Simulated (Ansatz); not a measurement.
# MnO2 (Pmmn) in Ansatz: notebook

One crystal, MnO2, is run at these levels: PBEsol; tasks: single point.

All numbers are computed with Ansatz 0.2.0; they aren't measurements. Logs are shortened: lines on timing, memory, paths and dates and some standing lists are left out, and cuts for length are marked.

## Step 1: The crystal as given

Symmetry: Pmmn, No. 59, orthorhombic system. Conventional cell: a = 2.904 Å, b = 3.845 Å, c = 6.164 Å, α = 90.00°, β = 90.00°, γ = 90.00°. Mn (site symmetry mm2) is surrounded by 6 O at 1.83 to 2.05 Å. O (site symmetry mm2) is surrounded by 2 Mn at 1.83 Å. O (site symmetry mm2) has 4 Mn at 1.98 to 2.05 Å as nearest neighbours.

Measurements of this composition are mostly on another form, of space group No. 136.

## Step 2: Single point, PBEsol

Contents of input.yaml:

```yaml
crystal:
  lattice:
    - [2.904158, 0.0, 0.0]
    - [0.0, 3.84481, 0.0]
    - [0.0, 0.0, 6.164264]
  atoms:
    - { symbol: Mn, position: [0.5, 0.5, 0.3433015] }
    - { symbol: Mn, position: [0.0, 0.0, 0.6566985] }
    - { symbol: O, position: [0.5, 0.0, 0.8375675] }
    - { symbol: O, position: [0.0, 0.5, 0.1624325] }
    - { symbol: O, position: [0.5, 0.0, 0.4217995] }
    - { symbol: O, position: [0.0, 0.5, 0.5782005] }
hamiltonian:
  xc: pbesol
  pseudopotentials: { kind: paw }
kpoints:
  mp_grid: { grid: [9, 7, 5] }
scf:
  occupations: { method: fermi_dirac, width: 0.05 }
output:
  forces: true
  stress: true
  eigenvalues: true
  write_density: true
  write_potential: true
  elf: true
  volumetric_format: npy
```

Potentials or basis: Ansatz PAW.

The run is started by

```bash
$ ansatz run input.yaml --threads 2 --pin off --max-ram 5632MiB --backend cpu --events-out ev --progress --plain --runs-dir out
```

The log of the run:

```text
Warning: RAYON_NUM_THREADS=2 ignored (pool sized by the plan → 2); use --threads N
Engine: ansatz 0.2.0, aarch64-unknown-linux-gnu
Pseudopotentials: kind: paw
Pseudopotential: Mn, paw, valence charge 15, recommended cutoff 420 eV (normal), Mn.paw.azcp
Pseudopotential: O, paw, valence charge 6, recommended cutoff 420 eV (normal), O.paw.azcp
Functional definition: PBEsol
  exchange = pbesol_x
  correlation = pbesol_c
Crystal: 6 atoms, lattice volume = 68.830 Å³
Basis set: ecut = 420 eV, 1337 PW (Γ), exchange–correlation on 40×54×90 points (8 copies of the dense FFT grid, shifted against one another)
Bands: 33, of which v1, the nominal top of the filled ones, is band 27 counted from 1 (26 counted from 0)
Symmetry: 8 space group operations
Space group: Pmmn (ITA 59), of the structure as read, at distance tolerance 4.1e-5 Å
k-points: 60 of 315
Non-local potential: Mn, projectors of the file, l = 0: 3, l = 1: 2, l = 2: 3, l = 3: 1
Non-local potential: O, projectors of the file, l = 0: 2, l = 1: 2, l = 2: 1
PAW form: soft (Blöchl's): semilocal exchange-correlation on the pseudo side does not see the compensation charge
PAW frozen core: Mn, regenerated for the run's functional, and the local potential with it (the file was generated under x = pbe(κ = 0.804, μ = 0.2195149727645171), c = pbe(β = 0.06672455060314922))
PAW frozen core: O, regenerated for the run's functional, and the local potential with it (the file was generated under x = pbe(κ = 0.804, μ = 0.2195149727645171), c = pbe(β = 0.06672455060314922))
PAW one-centre angular grid: Mn, 590 points (default); XC on 64 Gauss nodes
PAW one-centre angular grid: O, 110 points (default); XC on 64 Gauss nodes
Initial density: superposition of atomic densities (neutral atoms: chi_scale 0, normalization atom), corrected by the library's trained network
Initial wavefunctions: pseudopotential atomic-orbital guess
Functional: x = pbesol(κ = 0.804, μ = 0.12345679012345678), c = pbesol(β = 0.046)
SCF iter   1: F=—  HF=-9978.429182 eV  |F-HF|=—  |Δ(HF+E_count)|=         —  Δρ=4.19e-2  dr2=1.28e0  ethr=1.77e-3  ⟨swp⟩=6.7  Hψ=7812  notcnv=0
preconditioner: auto → LDOS  [metal: Δε(μ)=0.006 eV  Ē_g=7.849 eV  σ=0.050 eV  W_gap=0.03  n_scr=20 (ndim 8)  ℏωp=27.6 eV  f_vac=0.174  D(μ)=8.64/eV (n_scr^D=124)  β→1.0]
SCF iter   2: F=—  HF=-9978.394510 eV  |F-HF|=—  |Δ(HF+E_count)|=   3.47e-2  Δρ=4.30e-2  dr2=3.72e-1  ethr=1.77e-3  ⟨swp⟩=2.9  Hψ=4168  notcnv=0
SCF iter   3: F=—  HF=-9978.299834 eV  |F-HF|=—  |Δ(HF+E_count)|=   9.47e-2  Δρ=1.28e-2  dr2=5.31e-2  ethr=6.89e-4  ⟨swp⟩=2.2  Hψ=2568  notcnv=0
SCF iter   4: F=—  HF=-9978.295954 eV  |F-HF|=—  |Δ(HF+E_count)|=   3.88e-3  Δρ=6.15e-3  dr2=1.94e-2  ethr=9.83e-5  ⟨swp⟩=2.6  Hψ=3123  notcnv=0
SCF iter   5: F=—  HF=-9978.294804 eV  |F-HF|=—  |Δ(HF+E_count)|=   1.15e-3  Δρ=2.23e-3  dr2=1.51e-3  ethr=3.59e-5  ⟨swp⟩=1.1  Hψ=1983  notcnv=0
SCF iter   6: F=—  HF=-9978.294692 eV  |F-HF|=—  |Δ(HF+E_count)|=   1.12e-4  Δρ=7.35e-4  dr2=2.40e-4  ethr=2.80e-6  ⟨swp⟩=1.4  Hψ=2035  notcnv=0
SCF iter   7: F=—  HF=-9978.294690 eV  |F-HF|=—  |Δ(HF+E_count)|=   1.36e-6  Δρ=1.65e-4  dr2=1.37e-5  ethr=4.45e-7  ⟨swp⟩=2.2  Hψ=2777  notcnv=0
SCF iter   8: F=—  HF=-9978.294617 eV  |F-HF|=—  |Δ(HF+E_count)|=   7.31e-5  Δρ=8.50e-5  dr2=4.78e-6  ethr=2.55e-8  ⟨swp⟩=2.0  Hψ=2940  notcnv=0
SCF iter   9: F=—  HF=-9978.294617 eV  |F-HF|=—  |Δ(HF+E_count)|=   8.63e-8  Δρ=2.00e-5  dr2=3.12e-7  ethr=8.86e-9  ⟨swp⟩=2.3  Hψ=2370  notcnv=0
SCF iter  10: F=-9978.294617 eV  HF=-9978.294617 eV  |F-HF|=2.41e-8  |Δ(HF+E_count)|=   1.76e-8  Δρ=6.66e-6  dr2=2.93e-8  ethr=1.85e-10  ⟨swp⟩=8.2  Hψ=12511  notcnv=0
SCF 1 converged in 10 iterations: F = -9978.294617 eV  dr2 = 2.93e-8
SCF converged after 10 iterations
Free energy (F): -9978.294617 eV
Harris-Foulkes:  -9978.294617 eV  (|F-HF|=2.41e-8)
Internal energy: -9978.211656 eV  (E = F + TS)
E sigma→0 (E₀):  -9978.253136 eV
Entropy (-TS):   -0.082962 eV (-13.827 meV/atom)
Fermi energy:    7.612616 eV
--- Per-component energies (eV) ---
  E_band       = -746.111923
  E_kinetic    = 1289.712762
  E_local      = -7320.530290  (includes V_loc(G=0)·N_el)
  E_nonlocal   = 668.600761
  E_hartree    = 2994.984944
  E_xc         = -511.789007
  E_vxc        = -657.027251  (∫ρ·V_xc dr)
  E_paw        = -3136.563718  (= ΣΔE_a)
  E_vpaw       = -716.847180  (= ΣTr[D̂ρ^β])
  E_aug_tail   = 0.009462  (compensation charges beyond the density's cutoff)
  E_ewald      = -3963.117022
  E_core_change = 0.480452  (= ΣΔE_core)
  E_smearing   = -0.082962  (= −TS)
  E_closure    = -0.000000  (closes the sum)
  Σ components = -9978.294617   (vs F -9978.294617, Δ=0.00e0)
--- Forces (eV/Å), atoms counted from 1 ---
  atom   1  Mn     0.00000000    -0.00000000    -2.25987286
  atom   2  Mn    -0.00000000     0.00000000     2.25987286
  atom   3  O      0.00000000     0.00000000    -3.24929471
  atom   4  O     -0.00000000    -0.00000000     3.24929471
  atom   5  O     -0.00000000    -0.00000000     0.46984398
  atom   6  O      0.00000000     0.00000000    -0.46984398
  max |Σ_I F_I| component: 8.33e-16 eV/Å
--- Stress (GPa, compression-positive) ---
      -28.521233       0.000000       0.000000
        0.000000     -17.256747       0.000000
        0.000000       0.000000     -22.274856
  P = ⅓ Tr σ = -22.6843 GPa (-226.843 kbar)
--- Band table (eV; the first three rows and the last of 60) ---
  k-point 0: bands = ["-72.1575", "-72.1508", "-41.0613", "-41.0472", "-41.0093", "-40.9740", "-40.9682", "-40.9369", "-12.2873", "-10.5867", "-10.3781", "-10.3714", "0.8613", "1.6110", "1.7336", "2.1844", "2.6374", "4.0100", "4.0190", "4.1437", "4.3861", "4.7772", "5.0124", "5.6864", "6.6904", "7.1167", "7.5027", "7.6845", "8.3634", "8.7785", "8.8627", "9.2364", "10.3738"]
  k-point 1: bands = ["-72.1575", "-72.1508", "-41.0613", "-41.0472", "-41.0092", "-40.9740", "-40.9682", "-40.9369", "-12.2752", "-10.6452", "-10.4558", "-10.2488", "0.8615", "1.5534", "1.8781", "2.1981", "2.6085", "3.9796", "4.0170", "4.1713", "4.4253", "4.7731", "4.8509", "5.6765", "6.6908", "7.1162", "7.5139", "7.6799", "8.3402", "8.7980", "8.8329", "9.2674", "10.3338"]
  k-point 2: bands = ["-72.1575", "-72.1508", "-41.0613", "-41.0472", "-41.0092", "-40.9740", "-40.9682", "-40.9369", "-12.2548", "-10.7321", "-10.4723", "-10.1683", "0.8619", "1.5403", "2.0333", "2.2244", "2.5587", "3.9384", "4.1056", "4.2163", "4.4811", "4.5008", "4.7649", "5.6609", "6.6914", "7.1156", "7.5426", "7.6566", "8.3063", "8.8078", "8.8257", "9.3015", "10.2809"]
  k-point 59: bands = ["-72.1462", "-72.1459", "-41.1613", "-41.1607", "-40.9761", "-40.9748", "-40.9486", "-40.9476", "-10.7980", "-10.7265", "-10.2577", "-10.2449", "0.4728", "0.5650", "2.4115", "2.4452", "2.5546", "3.0354", "3.1252", "3.5435", "4.2692", "4.2741", "4.8603", "4.8879", "7.0059", "7.0110", "7.4461", "7.4513", "8.2451", "8.2645", "9.6406", "9.6742", "10.1257"]
```

It took 5.5 s on 2 threads of Arm Neoverse V2, shared host; peak memory 0.4 GiB.

What came out:

```
Free energy            : -9978.2946 eV
Pressure               : -22.7 GPa
Largest force          : 3.249 eV/Å
Band gap on the k mesh : none (metal or under the smearing width)
```

Forces in eV/Å, atoms in the order of the input:
```
Mn   0.000  0.000 -2.260
Mn   0.000  0.000  2.260
O    0.000  0.000 -3.249
O    0.000  0.000  3.249
O    0.000  0.000  0.470
O    0.000  0.000 -0.470
```

Levels at points of the mesh, in eV from the Fermi level:
```
           k point  band 24  band 25  band 26  band 27  band 28  band 29  band 30  band 31
(0.00, 0.00, 0.00)    -1.93    -0.92    -0.50    -0.11     0.07     0.75     1.17     1.25
```

Caveat: the pressure holds a Pulay correction of +0.8 GPa for the finite cutoff; the run has no spin polarisation, though such a crystal can be magnetic; semilocal functionals often make such compounds metallic where correlation or magnetic order opens a gap, which also shifts bond lengths; the PAW data sets come from PBE, with cores solved anew for the run's functional, which leaves a small shift of forces and pressure; forces of over 1 eV/Å show positions far from the minimum, so gaps and moduli don't describe the material at rest. Spin polarisation is off, so any magnetic state and its effect on volume and gap are missing.

(Part 1 of 2 ends here.)
